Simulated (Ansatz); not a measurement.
TiCo:

```
CELL_PARAMETERS angstrom
2.98611 0.00000 0.00000
0.00000 2.98611 0.00000
0.00000 0.00000 2.98611
ATOMIC_POSITIONS crystal
Co 0.50000 0.50000 0.50000
Ti 0.00000 0.00000 0.00000
```

The cell comes from a database or a generator and needn't be the stable form of this composition.

```yaml
Program: Ansatz 0.2.0
Task: single point
Functional: PBE
Potentials_or_basis: Ansatz PAW
Cutoff: "420 eV (not typed: the program's choice for these potentials)"
k_mesh: 9 × 9 × 9
Occupations: fermi-dirac, width 0.05 eV
Spin: collinear spin, ferromagnetic start
Starting_moments: "[2.0, 1.0] μB"
```

On this cell: pressure -0.5 GPa; largest force zero by symmetry; net moment 0.82 μB per cell; site moments Co +0.92; Ti -0.03 μB; band gap on the k mesh none (metal or under the smearing width).

The same run follows on a disturbed copy (atoms moved at random, drawn with an rms of 0.05 Å):

```
CELL_PARAMETERS angstrom
2.98611 0.00000 0.00000
0.00000 2.98611 0.00000
0.00000 0.00000 2.98611
ATOMIC_POSITIONS crystal
Co 0.50552 0.50227 0.49660
Ti 0.00479 0.99145 0.99640
```

Problem. What does the disturbed cell give?

Solution. The energy (extrapolated to zero smearing) moves by +1.3 meV/atom; pressure -0.5 GPa; largest force 0.164 eV/Å; net moment 0.82 μB per cell; site moments Co +0.92; Ti -0.03 μB; band gap on the k mesh none (metal or under the smearing width).

Forces in eV/Å, atoms in the order of the input:
```
Co  -0.011 -0.163 -0.003
Ti   0.011  0.163  0.003
```
